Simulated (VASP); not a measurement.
# VASP 6.6.1 run: BaS

INCAR

```
LREAL = .FALSE.
ISIF = 2
NELM = 90
GGA = PE
IBRION = -1
SIGMA = 0.3
LASPH = .TRUE.
NBANDS = 15
NSW = 0
ENCUT = 520
PREC = Accurate
EDIFF = 1E-7
LCHARG = .FALSE.
LWAVE = .FALSE.
ISMEAR = -4
```

KPOINTS

```
KPOINTS created by Atomic Simulation Environment
0
Gamma
8 8 8
0 0 0
```

POSCAR

```
Ba S
 1.0000000000000000
     0.0000000000000000    3.3438006843000001    3.1667615654999999
     3.3438006843000001    0.0000000000000000    3.1667615654999999
     3.3438006843000001    3.3438006843000001    0.0000000000000000
 Ba  S
   1   1
Cartesian
  0.0000000000000000  0.0000000000000000  0.0000000000000000
  3.3438006842999997  3.3438006842999997  3.1667615654999994
```

The recommended PBE PAW datasets give the neutral cell 16 valence electrons.

Command

```
mpirun -np 1 vasp_std
```

OSZICAR

```
N       E                     dE             d eps       ncg     rms          rms(c)
DAV:   1     0.853174372425E+02    0.85317E+02   -0.67208E+03  1770   0.915E+02
DAV:   2    -0.554756706917E+01   -0.90865E+02   -0.82002E+02  2399   0.168E+02
DAV:   3    -0.105657266992E+02   -0.50182E+01   -0.49825E+01  2403   0.419E+01
DAV:   4    -0.106730196763E+02   -0.10729E+00   -0.10726E+00  2394   0.597E+00
DAV:   5    -0.106750233843E+02   -0.20037E-02   -0.20037E-02  2443   0.659E-01    0.443E+00
DAV:   6    -0.101268235193E+02    0.54820E+00   -0.75993E-01  2064   0.516E+00    0.298E+00
DAV:   7    -0.101297695853E+02   -0.29461E-02   -0.19988E-01  2247   0.244E+00    0.206E+00
DAV:   8    -0.101441120155E+02   -0.14342E-01   -0.25656E-02  1987   0.112E+00    0.206E-01
DAV:   9    -0.101455614922E+02   -0.14495E-02   -0.39692E-03  2274   0.461E-01    0.202E-01
DAV:  10    -0.101465353218E+02   -0.97383E-03   -0.10866E-03  1861   0.206E-01    0.492E-02
DAV:  11    -0.101466830234E+02   -0.14770E-03   -0.18811E-04  2183   0.809E-02    0.189E-02
DAV:  12    -0.101466886647E+02   -0.56414E-05   -0.10330E-05  2064   0.202E-02    0.336E-03
DAV:  13    -0.101466884546E+02    0.21012E-06   -0.92945E-07  2253   0.594E-03    0.183E-03
DAV:  14    -0.101466885698E+02   -0.11518E-06   -0.81539E-08  1699   0.211E-03    0.516E-04
DAV:  15    -0.101466885770E+02   -0.72409E-08   -0.16441E-08  1263   0.937E-04
   1 F= -.10146689E+02 E0= -.10146689E+02  d E =0.000000E+00
```

From OUTCAR

```
k-points           NKPTS =     59   k-points in BZ     NKDIM =     59   number of bands    NBANDS=     15

   NELECT =      16.0000    total number of electrons

   dimension x,y,z NGX =    36 NGY =   36 NGZ =   36
   dimension x,y,z NGXF=    72 NGYF=   72 NGZF=   72

  energy-cutoff  :      520.00
  volume of cell :       70.82
      direct lattice vectors                 reciprocal lattice vectors
     0.000000000  3.343800684  3.166761565    -0.149530444  0.149530444  0.157890005
     3.343800684  0.000000000  3.166761565     0.149530444 -0.149530444  0.157890005
     3.343800684  3.343800684  0.000000000     0.149530444  0.149530444 -0.157890005

 k-points in reciprocal lattice and weights: KPOINTS created by Atomic Simulation Env
   0.00000000  0.00000000  0.00000000       0.002
   0.12500000  0.00000000  0.00000000       0.016
   0.25000000  0.00000000  0.00000000       0.016
   0.37500000  0.00000000  0.00000000       0.016
   0.50000000  0.00000000  0.00000000       0.008
   0.12500000  0.12500000  0.00000000       0.004
   0.25000000  0.12500000  0.00000000       0.016
   0.37500000  0.12500000  0.00000000       0.016
   ...

 E-fermi :   1.2590

 k-point     1 :       0.0000    0.0000    0.0000
  band No.  band energies     occupation
      1     -25.2964      2.00000
      2     -10.3651      2.00000
      3     -10.3651      2.00000
      4     -10.3567      2.00000
      5      -9.1996      2.00000
      6       1.0011      2.00000
      7       1.0011      2.00000
      8       1.1450      2.00000
      9       4.1773      0.00000
     10       4.7806      0.00000
     11       4.7806      0.00000
     12       5.1234      0.00000
     13       5.5787      0.00000
     14       5.9807      0.00000
     15       9.6407      0.00000

 k-point     2 :       0.1250    0.0000    0.0000
  band No.  band energies     occupation
      1     -25.2921      2.00000
      2     -10.5437      2.00000
      3     -10.3725      2.00000
      4     -10.3626      2.00000
      5      -9.0019      2.00000
      6       0.6616      2.00000
      7       0.8339      2.00000
      8       0.9128      2.00000
      9       4.6438      0.00000
     10       4.9245      0.00000
     11       5.0096      0.00000
     12       5.2550      0.00000
     13       5.9528      0.00000
     14       6.4194      0.00000
     15      10.2048      0.00000

 k-point     3 :       0.2500    0.0000    0.0000
  band No.  band energies     occupation
      1     -25.2817      2.00000
      2     -10.8586      2.00000
      3     -10.3901      2.00000
      4     -10.3678      2.00000
      5      -8.6482      2.00000
      6      -0.0060      2.00000
      7       0.4958      2.00000
      8       0.5139      2.00000
      9       5.0569      0.00000
     10       5.6426      0.00000
     11       5.7523      0.00000
     12       5.8588      0.00000
     13       6.9050      0.00000
     14       7.4998      0.00000
     15      11.1507      0.00000

 ...

  Total       -1.2095747     -1.2095747      0.2976794      0.0000000      0.0000000     -0.0000000
  in kB      -27.3663676    -27.3663676      6.7349326      0.0000000      0.0000000     -0.0000000
  external PRESSURE =     -15.9992676 kB  Pullay stress =       0.0000000 kB

 POSITION                                       TOTAL-FORCE (eV/Angst)
 -----------------------------------------------------------------------------------
      0.00000      0.00000      0.00000        -0.000000      0.000000     -0.000000
      3.34380      3.34380      3.16676         0.000000     -0.000000      0.000000
 -----------------------------------------------------------------------------------
    total drift:                                0.000000      0.000000      0.000000

  FREE ENERGIE OF THE ION-ELECTRON SYSTEM (eV)
  ---------------------------------------------------
  free  energy   TOTEN  =       -10.1466885770 eV

  energy  without entropy=      -10.1466885770  energy(sigma->0) =      -10.14668858
```

It converged. Results: gap between bands v and c on the k mesh 2.10 eV; least direct gap on the k mesh 2.30 eV; pressure -1.6 GPa. Band v is the last that the valence electrons fill when counted band by band, and c is the next.

For comparison, a separate PBE run of the intended cell, on usual settings and not on those above, gives a gap of 2.10 eV on its mesh and a pressure of -1.6 GPa.

The run above took about 24 s on one core of a shared host (Intel Xeon 6975P-C) and held 0.23 GiB at most.
